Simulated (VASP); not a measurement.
# As (P-1) in VASP: notebook, part 3 of 3

VASP 6.6.1.

## (5) Relaxation of cell and atoms, BLYP+D4 (all atoms moved at random)

Contents of INCAR:

```
SYSTEM = As
PREC = Accurate
ENCUT = 600
EDIFF = 1E-6
ISMEAR = -1
SIGMA = 0.05
LREAL = .FALSE.
LASPH = .TRUE.
NELM = 100
ALGO = Normal
ISIF = 3
LWAVE = .FALSE.
LCHARG = .FALSE.
GGA = B5
ALDAX = 1.0
AGGAX = 1.0
AGGAC = 1.0
ALDAC = 0.0
IVDW = 13
VDW_S6 = 1.0
VDW_S8 = 2.34076671
VDW_A1 = 0.44488865
VDW_A2 = 4.0933009
IBRION = 2
NSW = 60
EDIFFG = -0.005
```

Contents of KPOINTS:

```
regular mesh
0
G
  9 9 9
  0 0 0
```

Contents of POSCAR:

```
As
1.0
   -2.7036817400      0.0000000000     -2.7036817400
    0.0000000000     -2.7036817400     -2.7036817400
   -2.7036817400     -2.7036817400      0.0000000000
As
2
Direct
    0.2763515400      0.2271399200      0.2568997100
    0.7236484600      0.7728600800      0.7431002900
```

Potentials or basis: VASP PAW PBE potentials, release 64 (As).

Launch:

```sh
$ cat potpaw_PBE.64/As/POTCAR > POTCAR
$ mpirun -np 1 vasp_std > vasp.out
```

OUTCAR:

```text
SYSTEM = As
   PREC = Accurate
   ENCUT = 600
   EDIFF = 1E-6
   ISMEAR = -1
   LREAL = .FALSE.
   LASPH = .TRUE.
   NELM = 100
   ISIF = 3
   GGA = B5
   IVDW = 13
   IBRION = 2
   NSW = 60
   EDIFFG = -0.005

 ion  position               nearest neighbor table
   1  0.276  0.227  0.257-   2 2.53   2 2.62   2 2.69   2 2.73   2 2.80   2 2.88
   2  0.724  0.773  0.743-   1 2.53   1 2.62   1 2.69   1 2.73   1 2.80   1 2.88

  LATTYP: Found a face centered cubic cell.
 ALAT       =     5.4073634800

  Lattice vectors:

 A1 = (  -2.7036817400,   0.0000000000,  -2.7036817400)
 A2 = (   0.0000000000,  -2.7036817400,  -2.7036817400)
 A3 = (  -2.7036817400,  -2.7036817400,   0.0000000000)

Analysis of symmetry for initial positions (statically):
=====================================================================
 Subroutine PRICEL returns:
 Original cell was already a primitive cell.

 Routine SETGRP: Setting up the symmetry group for a
 face centered cubic supercell.

 Subroutine GETGRP returns: Found  2 space group operations
 (whereof  2 operations were pure point group operations)
 out of a pool of 48 trial point group operations.

The static configuration has the point symmetry S_2 .

Analysis of symmetry for dynamics (positions and initial velocities):
=====================================================================
 Subroutine PRICEL returns:
 Original cell was already a primitive cell.

 Routine SETGRP: Setting up the symmetry group for a
 face centered cubic supercell.

 Subroutine GETGRP returns: Found  2 space group operations
 (whereof  2 operations were pure point group operations)
 out of a pool of 48 trial point group operations.

The dynamic configuration has the point symmetry S_2 .

 Subroutine INISYM returns: Found  2 space group operations
 (whereof  2 operations are pure point group operations),
 and found     1 'primitive' translations

----------------------------------------------------------------------------------------

                                     Primitive cell

  volume of cell :      39.5273

  direct lattice vectors                    reciprocal lattice vectors
    -2.703681740  0.000000000 -2.703681740    -0.184933009  0.184933009 -0.184933009
     0.000000000 -2.703681740 -2.703681740     0.184933009 -0.184933009 -0.184933009
    -2.703681740 -2.703681740  0.000000000    -0.184933009 -0.184933009  0.184933009

[... 127 lines left out ...]
 Free energy of the ion-electron system (eV)
  ---------------------------------------------------
  ext. energy  EPLUGINS =         0.00000000
  ---------------------------------------------------
  free energy    TOTEN  =        -7.55745922 eV

  energy without entropy =       -7.55361513  energy(sigma->0) =       -7.55553718

------------------------ aborting loop because EDIFF is reached ----------------------------------------

  DFT-D4 for vdW energy calculation

  Edisp (eV):   -1.89150
[... 105 lines left out ...]
  FREE ENERGIE OF THE ION-ELECTRON SYSTEM (eV)
  ---------------------------------------------------
  free  energy   TOTEN  =        -9.5030145579 eV

  energy  without entropy=       -9.5012181192  energy(sigma->0) =       -9.50211634

 E-fermi :   5.5803     XC(G=0):  -9.1981

 val. band max:        5.5756639100   @ k =   0.0000   0.4444   0.0000
 cond. band min:       5.5880310658   @ k =   0.4444   0.4444   0.4444
 fundamental gap:      0.0123671558
 Fermi energy:         5.5802847515

 k-point     1 :       0.0000    0.0000    0.0000
  band No.  band energies     occupation
      1      -9.1431      2.00000
      2      -0.4787      2.00000
      3       3.2394      2.00000
      4       3.5781      2.00000
      5       3.6330      2.00000
      6       7.4450      0.00000
      7       8.4767      0.00000
      8       8.4975      0.00000
      9      12.5324      0.00000
[... 265 lines left out ...]
 k-point    24 :       0.1111    0.1111   -0.1111
  band No.  band energies     occupation
      1      -8.6049      2.00000
      2      -1.9530      2.00000
      3       2.5290      2.00000
      4       2.9678      2.00000
      5       4.6592      2.00000
      6       6.6762      0.00000
      7       8.1123      0.00000
      8       8.6744      0.00000
      9      11.2232      0.00000

 [... further k-points ...]

[... ionic steps 4 to 29 ...]

--------------------------------------- Ionic step       30  -------------------------------------------

 number of electron      10.0000000 magnetization

------------------------ aborting loop because EDIFF is reached ----------------------------------------
[... 75 lines left out ...]
--------------------------------------- Ionic step       32  -------------------------------------------

 number of electron      10.0000000 magnetization

 Free energy of the ion-electron system (eV)
  ---------------------------------------------------
  ext. energy  EPLUGINS =         0.00000000
  ---------------------------------------------------
  free energy    TOTEN  =        -7.89833176 eV

  energy without entropy =       -7.89701411  energy(sigma->0) =       -7.89767294

 E-fermi :   5.6278     XC(G=0):  -9.2193

 val. band max:        5.6003389653   @ k =  -0.3333   0.0000   0.1111
 cond. band min:       5.6435854974   @ k =   0.0000   0.4444   0.0000
 fundamental gap:      0.0432465321
 Fermi energy:         5.6277559049

 k-point     1 :       0.0000    0.0000    0.0000
  band No.  band energies     occupation
      1      -9.1224      2.00000
      2      -0.4044      2.00000
      3       3.2850      2.00000
      4       3.6405      2.00000
      5       3.6485      2.00000
      6       7.5259      0.00000
      7       8.5521      0.00000
      8       8.5563      0.00000
      9      12.5618      0.00000
[... 309 lines left out ...]
  FREE ENERGIE OF THE ION-ELECTRON SYSTEM (eV)
  ---------------------------------------------------
  free  energy   TOTEN  =        -9.6005001272 eV

  energy  without entropy=       -9.5991824718  energy(sigma->0) =       -9.59984130

 reached required accuracy - stopping structural energy minimisation
```

Wall time 24 min (1 thread of Intel Xeon Platinum 8259CL at 2.50GHz (Skylake/Cascade Lake), shared host); peak memory 0.33 GiB.

What came out:

| Property | Result |
| --- | --- |
| Free energy | -9.6005 eV |
| Relaxed volume | 22.00 Å³/atom |
| Relaxed cell | a = 4.125 Å, b = 3.816 Å, c = 3.819 Å, α = 59.99°, β = 62.44°, γ = 62.40° |
| Space group after relaxing (to 0.05 Å) | R-3m (No. 166) |
| Energy gained by relaxing | 75.8 meV/atom |
| Ionic steps | 32 |
| Pressure after relaxing | 0.0 GPa |
| Largest force after relaxing | 0.003 eV/Å |
| Band gap on the k mesh | 0.04 eV, indirect (least direct gap 0.58 eV) |
| Dispersion energy per atom | -0.851 eV |

Forces in eV/Å, atoms in the order of the input:
```
As  -0.002  0.002  0.000
As   0.002 -0.002  0.000
```

Step by step:
| step | energy change (eV) | largest force (eV/Å) | pressure (GPa) | volume (Å³) |
| --- | --- | --- | --- | --- |
| 1 | 0.0000 | 0.4821 | 3.92 | 39.53 |
| 2 | -0.0531 | 0.5901 | -1.13 | 42.35 |
| 3 | -0.0541 | 0.6013 | -1.80 | 42.80 |
| 4 | -0.1004 | 0.2916 | -0.95 | 43.11 |
| 5 | -0.1109 | 0.2300 | -0.18 | 43.30 |
| 6 | -0.1110 | 0.2506 | -0.08 | 43.32 |
| 7 | -0.1209 | 0.1221 | 0.31 | 43.32 |
| 8 | -0.1212 | 0.0966 | 0.42 | 43.31 |
| 9 | -0.1284 | 0.1067 | -0.12 | 43.75 |
| 10 | -0.1290 | 0.1309 | -0.32 | 43.91 |
| 11 | -0.1312 | 0.1151 | 0.33 | 43.70 |
| 12 | -0.1313 | 0.1311 | 0.49 | 43.65 |
| 13 | -0.1330 | 0.1397 | 0.46 | 43.72 |
| 14 | -0.1365 | 0.1811 | 0.46 | 43.94 |
| 15 | -0.1317 | 0.3946 | 0.80 | 44.35 |
| 16 | -0.1369 | 0.2188 | 0.52 | 44.03 |
| 17 | -0.1404 | 0.1464 | -0.09 | 44.39 |
| 18 | -0.1420 | 0.0788 | -0.77 | 44.84 |
| 19 | -0.1458 | 0.0639 | -0.53 | 44.72 |
| 20 | -0.1482 | 0.0397 | -0.17 | 44.55 |
| 21 | -0.1483 | 0.0362 | -0.10 | 44.52 |
| 22 | -0.1493 | 0.0582 | -0.05 | 44.44 |
| 23 | -0.1498 | 0.0829 | 0.01 | 44.34 |
| 24 | -0.1505 | 0.0561 | -0.05 | 44.30 |
| 25 | -0.1512 | 0.0147 | -0.15 | 44.23 |
| 26 | -0.1513 | 0.0134 | -0.18 | 44.20 |
| 27 | -0.1515 | 0.0145 | 0.00 | 44.04 |
| 28 | -0.1515 | 0.0149 | 0.04 | 44.00 |
| 29 | -0.1515 | 0.0152 | 0.06 | 43.98 |
| 30 | -0.1515 | 0.0023 | -0.01 | 44.00 |
| 31 | -0.1515 | 0.0034 | -0.02 | 44.00 |
| 32 | -0.1515 | 0.0032 | 0.00 | 43.99 |

Final structure:
```yaml
crystal:
  lattice:
    - [-2.90671, 0.20991, -2.91959]
    - [0.00129, -2.70298, -2.69336]
    - [-2.70274, -2.69795, 0.00067]
  atoms:
    - { symbol: As, position: [0.31514, 0.22851, 0.22817] }
    - { symbol: As, position: [0.68486, 0.77149, 0.77183] }
```

Caveat: the PAW data sets were made with another functional, which shifts forces and pressure a little; an odd mesh through Γ misses points on the zone boundary, where band edges often lie.

## (6) Summary

```csv
task,level,cell,k mesh,cutoff (eV),screening parameter,grid for exact exchange (PRECFOCK),gap on the mesh (eV),pressure (GPa),relaxed volume (Å³/atom)
single point,"HSE(alpha, omega)",all atoms moved at random,5 × 5 × 5,520,0.6,Fast,0.18,2.4,-
relaxation of cell and atoms,BLYP+D3,relaxed from: all atoms moved at random,9 × 9 × 9,600,-,-,none,0.0,24.06
relaxation of cell and atoms,BLYP+D3(BJ),relaxed from: all atoms moved at random,9 × 9 × 9,600,-,-,0.12,0.0,21.59
relaxation of cell and atoms,BLYP+D4,relaxed from: all atoms moved at random,9 × 9 × 9,600,-,-,0.04,0.0,22.00
```

Alike in all rows: potentials or basis VASP PAW PBE potentials, release 64 (As); no spin polarisation; smearing fermi-dirac 0.05 eV.

Caveats: the PAW data sets were made with another functional, which shifts forces and pressure a little; an odd mesh through Γ misses points on the zone boundary, where band edges often lie (some runs); the volume moved by over 15 % at a fixed basis, so the end points are rough (some runs); pairwise dispersion overbinds metals, which lowers pressure and volume (some runs).

Absolute energies hang on the potentials; compare differences alone.
